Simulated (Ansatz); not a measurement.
# MnS (P6_3mc) in Ansatz: a series of runs

The runs below take MnS through single point, with PBE.

All numbers are computed with Ansatz 0.2.0; they aren't measurements. Logs are shortened: lines on timing, memory, paths and dates and some standing lists are left out, and cuts for length are marked.

## Step 1: The crystal as given

The structure is hexagonal, space group P6_3mc (No. 186). Conventional cell: a = 3.954 Å, b = 3.954 Å, c = 6.343 Å, α = 90.00°, β = 90.00°, γ = 120.00°. Mn (site symmetry 3m) has 4 S at 2.36 to 2.42 Å as nearest neighbours. Around S (site symmetry 3m) lie 4 Mn at 2.36 to 2.42 Å.

The cell is a database's computed one.

## Step 2: Single point, PBE, collinear spin, ferromagnetic start

input.yaml

```yaml
crystal:
  lattice:
    - [3.9535769233, 0.0, 0.0]
    - [-1.9767884617, 3.4238980514, 0.0]
    - [0.0, 0.0, 6.34252886]
  atoms:
    - { symbol: Mn, position: [0.6666666667, 0.3333333333, 0.49884467], spin: 4.0 }
    - { symbol: Mn, position: [0.3333333333, 0.6666666667, 0.99884467], spin: 4.0 }
    - { symbol: S, position: [0.3333333333, 0.6666666667, 0.6261543] }
    - { symbol: S, position: [0.6666666667, 0.3333333333, 0.1261543] }
hamiltonian:
  xc: pbe
  pseudopotentials: { kind: paw }
magnetization:
  spin_polarized: true
  initial_magnetization: 8.0
  spin_locking: { lock_magnetization: hard }
kpoints:
  mp_grid: { grid: [7, 7, 4] }
scf:
  occupations: { method: fermi_dirac, width: 0.05 }
  lower_state_search: "off"
output:
  forces: true
  stress: true
  eigenvalues: true
  write_density: true
  write_potential: true
  elf: true
  volumetric_format: npy
```

Potentials or basis: Ansatz PAW.

Started as:

```bash
ansatz run input.yaml --threads 2 --pin off --max-ram 5632MiB --backend cpu --events-out ev --progress --plain --runs-dir out
```

Log:

```text
Warning: output.stress: scf.convergence.dr2_threshold = 1e-7 eV (the SCF's general default) is looser than the 4e-10 eV advised for a printed stress (1e-10 eV for each atom of the cell: 4). What an SCF threshold leaves in a stress goes as its square root, and in the free energy as the threshold itself, and one threshold admits the most on a small cell: of the crystals measured, under no hybrid functional and no lock of the moments, on runs that ended without the residual-converged pass, on stresses that held no estimate of that error, the worst erred by over 100 MPa in a component at 1e-7 eV an atom and by under 5 at 1e-10. Set scf.convergence.dr2_threshold to 4e-10 eV or tighter. The threshold is an SCF's pass mark: one that does not reach it within its budget of iterations ends unconverged, or closes short of it on a stop that the run arms, and scf.convergence.dr2_threshold's page says what that costs each kind of run
Warning: RAYON_NUM_THREADS=2 ignored (pool sized by the plan → 2); use --threads N
Engine: ansatz 0.2.0, x86_64-unknown-linux-gnu
Pseudopotentials: kind: paw
Pseudopotential: Mn, paw, valence charge 15, recommended cutoff 420 eV (normal), Mn.paw.azcp
Pseudopotential: S, paw, valence charge 6, recommended cutoff 420 eV (normal), S.paw.azcp
Functional definition: PBE
  parameter kappa = 0.804
  parameter beta = 0.06672455060314922
  exchange = pbe_x(kappa = kappa, mu = beta*pi^2/3)
  correlation = pbe_c(beta = beta)
Crystal: 4 atoms, lattice volume = 85.857 Å³
Basis set: ecut = 420 eV, 1725 PW (Γ), exchange–correlation on 54×54×90 points (8 copies of the dense FFT grid, shifted against one another)
Bands: 30, of which v1, the nominal top of the filled ones, is band 21 counted from 1 (20 counted from 0)
Symmetry: 12 space group operations
Space group: P63mc (ITA 186), of the structure as read, at distance tolerance 4.4e-5 Å
Magnetic group: BNS 186.203 (UNI 1433), of the structure as read, at distance tolerance 4.4e-5 Å
k-points: 24 of 196 (time reversal used)
Non-local potential: Mn, projectors of the file, l = 0: 3, l = 1: 2, l = 2: 3, l = 3: 1
Non-local potential: S, projectors of the file, l = 0: 2, l = 1: 2, l = 2: 2
PAW form: soft (Blöchl's): semilocal exchange-correlation on the pseudo side does not see the compensation charge
PAW one-centre angular grid: Mn, 590 points (default); XC on 64 Gauss nodes
PAW one-centre angular grid: S, 110 points (default); XC on 64 Gauss nodes
Initial density: superposition of atomic densities (chi_scale 0.1, normalization cell, long waves kept (reshape's long-wave potential 0.00 eV rms))
Starting moments: Σ|m| = 8 μB on 2 of 4 sites
Initial wavefunctions: pseudopotential atomic-orbital guess
Functional: x = pbe(κ = 0.804, μ = 0.2195149727645171), c = pbe(β = 0.06672455060314922)
SCF iter   1: F=—  HF=-9605.277085 eV  |F-HF|=—  |Δ(HF+E_count)|=         —  Δρ=7.43e-2 (↑6.24e-2 ↓7.43e-2)  dr2=1.66e1  dr2_m=9.20e-2  M=8.000 μB ∫|m|=8.000 μB  β_m=0.30  ethr=3.10e-3  ⟨swp⟩=5.6  Hψ=5654  notcnv=0
preconditioner: auto → Kerker (q_TF=auto, 2.422 Å⁻¹)  [metal: Δε(μ)=0.013 eV  Ē_g=7.136 eV  σ=0.050 eV  W_gap=0.06  n_scr=22 (ndim 8)  ℏωp=20.4 eV  f_vac=0.002  D(μ)=7.64/eV (n_scr^D=98)]
spin=Collinear: Kerker preconditioning applied to the charge; magnetization (m = ρ↑ − ρ↓) channel mixes plain (no charge-response kernel on spin).
SCF iter   2: F=—  HF=-9603.013757 eV  |F-HF|=—  |Δ(HF+E_count)|=    2.26e0  Δρ=1.78e-2 (↑1.69e-2 ↓1.78e-2)  dr2=8.10e-1  dr2_m=1.00e-1  M=8.000 μB ∫|m|=8.001 μB  β_m=0.33  ethr=3.10e-3  ⟨swp⟩=3.0  Hψ=3449  notcnv=0  defer=59
SCF iter   3: F=—  HF=-9603.084966 eV  |F-HF|=—  |Δ(HF+E_count)|=   7.12e-2  Δρ=1.27e-2 (↑1.27e-2 ↓1.14e-2)  dr2=3.74e-1  dr2_m=4.91e-2  M=8.000 μB ∫|m|=8.004 μB  β_m=0.60  ethr=1.93e-3  ⟨swp⟩=1.7  Hψ=1931  notcnv=0  defer=56
SCF iter   4: F=—  HF=-9603.158072 eV  |F-HF|=—  |Δ(HF+E_count)|=   7.31e-2  Δρ=4.62e-3 (↑4.62e-3 ↓3.81e-3)  dr2=5.86e-2  dr2_m=8.27e-4  M=8.000 μB ∫|m|=8.032 μB  β_m=0.80  ethr=8.90e-4  ⟨swp⟩=2.8  Hψ=2421  notcnv=0  defer=56
SCF iter   5: F=—  HF=-9603.160839 eV  |F-HF|=—  |Δ(HF+E_count)|=   2.77e-3  Δρ=1.77e-3 (↑1.77e-3 ↓8.40e-4)  dr2=6.74e-3  dr2_m=3.21e-4  M=8.000 μB ∫|m|=8.044 μB  β_m=0.90  ethr=1.40e-4  ⟨swp⟩=2.7  Hψ=2558  notcnv=0  defer=57
SCF iter   6: F=—  HF=-9603.162863 eV  |F-HF|=—  |Δ(HF+E_count)|=   2.02e-3  Δρ=9.02e-4 (↑9.02e-4 ↓8.57e-4)  dr2=2.86e-3  dr2_m=1.23e-5  M=8.000 μB ∫|m|=8.048 μB  β_m=0.95  ethr=1.61e-5  ⟨swp⟩=1.5  Hψ=1788  notcnv=0  defer=57
SCF iter   7: F=—  HF=-9603.163198 eV  |F-HF|=—  |Δ(HF+E_count)|=   3.35e-4  Δρ=2.99e-4 (↑1.16e-4 ↓2.99e-4)  dr2=9.51e-5  dr2_m=2.40e-5  M=8.000 μB ∫|m|=8.049 μB  β_m=0.97  ethr=6.82e-6  ⟨swp⟩=2.0  Hψ=1974  notcnv=0  defer=57
SCF iter   8: F=—  HF=-9603.163307 eV  |F-HF|=—  |Δ(HF+E_count)|=   1.08e-4  Δρ=7.12e-5 (↑7.12e-5 ↓4.42e-5)  dr2=8.31e-6  dr2_m=5.40e-7  M=8.000 μB ∫|m|=8.047 μB  β_m=0.94  ethr=2.26e-7  ⟨swp⟩=2.0  Hψ=1965  notcnv=0  defer=57
SCF iter   9: F=—  HF=-9603.163316 eV  |F-HF|=—  |Δ(HF+E_count)|=   9.08e-6  Δρ=3.26e-5 (↑1.63e-5 ↓3.26e-5)  dr2=1.19e-6  dr2_m=3.07e-7  M=8.000 μB ∫|m|=8.047 μB  β_m=0.97  ethr=1.98e-8  ⟨swp⟩=2.0  Hψ=1950  notcnv=0  defer=57
SCF iter  10: F=—  HF=-9603.163317 eV  |F-HF|=—  |Δ(HF+E_count)|=   1.11e-6  Δρ=1.53e-5 (↑1.53e-5 ↓1.37e-5)  dr2=6.92e-7  dr2_m=9.53e-9  M=8.000 μB ∫|m|=8.047 μB  β_m=0.98  ethr=2.84e-9  ⟨swp⟩=2.0  Hψ=1902  notcnv=0  defer=57
SCF iter  11: F=-9603.163317 eV  HF=-9603.163317 eV  |F-HF|=9.04e-9  |Δ(HF+E_count)|=   1.10e-7  Δρ=1.40e-6 (↑1.18e-6 ↓1.40e-6)  dr2=7.50e-9  dr2_m=1.26e-10  M=8.000 μB ∫|m|=8.047 μB  ethr=2.38e-10  ⟨swp⟩=8.9  Hψ=9149  notcnv=0
SCF 1 converged in 11 iterations: F = -9603.163317 eV  dr2 = 7.50e-9
SCF converged after 11 iterations
Stability checked in part: among states of this total moment the steps that led to this state did not find it unstable. No probe was made; neither looks for a lower state of another moment (fixed_total_moment; see scf.lower_state_search)
Magnetization: 8.0000 μB (25.0000 up, 17.0000 down)
Absolute magnetization: 8.0473 μB (∫|ρ↑−ρ↓|, with the PAW one-centre terms)
Spin contamination: 0.1324 ħ² per cell (⟨S²⟩ above its minimum at these occupations)
Per-site moments (μB) at R_I (Å): [(3.531595568838628, 0.9750672638722446), (3.5315955688386302, 0.9750672638722446), (-0.00815815835158129, 0.9750672638722446), (-0.008158158351580921, 0.9750672638722446)]
Free energy (F): -9603.163317 eV
Harris-Foulkes:  -9603.163317 eV  (|F-HF|=9.04e-9)
Internal energy: -9603.116540 eV  (E = F + TS)
E sigma→0 (E₀):  -9603.139928 eV
Entropy (-TS):   -0.046778 eV (-11.694 meV/atom)
Fermi energy:    7.515360 (↑ 7.103285, ↓ 7.927435) eV
--- Per-component energies (eV) ---
  E_band       = -700.688710
  E_kinetic    = 812.739864
  E_local      = -5562.984115  (includes V_loc(G=0)·N_el)
  E_nonlocal   = 555.985560
  E_hartree    = 2287.118550
  E_xc         = -415.559414
  E_vxc        = -457.753302  (∫ρ·V_xc dr)
  E_paw        = -3810.936111  (= ΣΔE_a)
  E_vpaw       = -622.916197  (= ΣTr[D̂ρ^β])
  E_aug_tail   = -0.000016  (compensation charges beyond the density's cutoff)
  E_ewald      = -3469.480858
  E_smearing   = -0.046778  (= −TS)
  E_closure    = 0.000000  (closes the sum)
  Σ components = -9603.163317   (vs F -9603.163317, Δ=0.00e0)
--- Forces (eV/Å), atoms counted from 1 ---
  atom   1  Mn     0.00000000    -0.00000000     0.12265221
  atom   2  Mn     0.00000000     0.00000000     0.12265221
  atom   3  S     -0.00000000     0.00000000    -0.12263250
  atom   4  S     -0.00000000    -0.00000000    -0.12263250
  max |Σ_I F_I| component: 3.94e-5 eV/Å
--- Stress (GPa, compression-positive) ---
       -5.665938      -0.000000      -0.000000
       -0.000000      -5.665938       0.000000
       -0.000000       0.000000      -3.216422
  P = ⅓ Tr σ = -4.8494 GPa (-48.494 kbar)
--- Band table (eV; the first three rows and the last of 48) ---
  k-point 0 ↑: bands = ["-73.7866", "-73.7864", "-42.5459", "-42.5459", "-42.5451", "-42.5451", "-42.5343", "-42.5301", "-6.4234", "-5.6899", "1.8531", "2.9739", "3.0116", "3.0116", "3.1651", "3.1651", "4.7511", "4.7511", "5.0567", "5.0567", "5.2771", "7.1033", "7.1033", "8.1180", "8.1932", "8.1932", "8.9213", "10.5814", "13.5284", "13.5284"]
  k-point 1 ↑: bands = ["-73.7865", "-73.7864", "-42.5458", "-42.5458", "-42.5452", "-42.5452", "-42.5337", "-42.5308", "-6.3257", "-5.8084", "1.9800", "2.7669", "3.0230", "3.0230", "3.1304", "3.1304", "4.8092", "4.8092", "5.0287", "5.0287", "5.6282", "7.2450", "7.2450", "7.4139", "8.0160", "8.0160", "9.7436", "10.5928", "13.5689", "13.5822"]
  k-point 2 ↑: bands = ["-73.7864", "-73.7864", "-42.5455", "-42.5455", "-42.5455", "-42.5455", "-42.5322", "-42.5322", "-6.0773", "-6.0773", "2.3348", "2.3348", "3.0653", "3.0653", "3.0653", "3.0653", "4.9333", "4.9333", "4.9333", "4.9333", "6.4692", "6.4692", "7.6134", "7.6134", "7.6134", "7.6134", "10.4882", "10.4882", "13.5521", "13.5521"]
  k-point 23 ↓: bands = ["-69.7826", "-69.7826", "-38.6298", "-38.6298", "-38.6100", "-38.6100", "-38.6090", "-38.6090", "-5.5177", "-5.5177", "2.5543", "2.5543", "3.3518", "3.3518", "4.2888", "4.2888", "7.8766", "7.8766", "8.4267", "8.4267", "8.7916", "8.7916", "8.9597", "8.9597", "9.4179", "9.4179", "13.1515", "13.1515", "14.0324", "14.0324"]
```

Run time: 2.4 s. Hardware: 2 threads of AMD EPYC 9R45 (Zen 5), shared host; peak memory 0.43 GiB.

What came out:

| Item | Value |
| --- | --- |
| Free energy | -9603.1633 eV |
| Pressure | -4.8 GPa |
| Largest force | 0.123 eV/Å |
| Net moment | 8.00 μB per cell |
| Absolute moment | 8.05 μB per cell |
| Site moments | Mn +3.53; S -0.01 μB |

Forces in eV/Å, atoms in the order of the input:
```
Mn   0.000  0.000  0.123
Mn   0.000  0.000  0.123
S    0.000  0.000 -0.123
S    0.000  0.000 -0.123
```

Caveat: the total moment is fixed, so each spin has its own Fermi level; only a ferromagnetic start was run, and an antiferromagnetic order may lie lower in energy; the thresholds are loose for stress.

(Continued in part 2 of 2.)
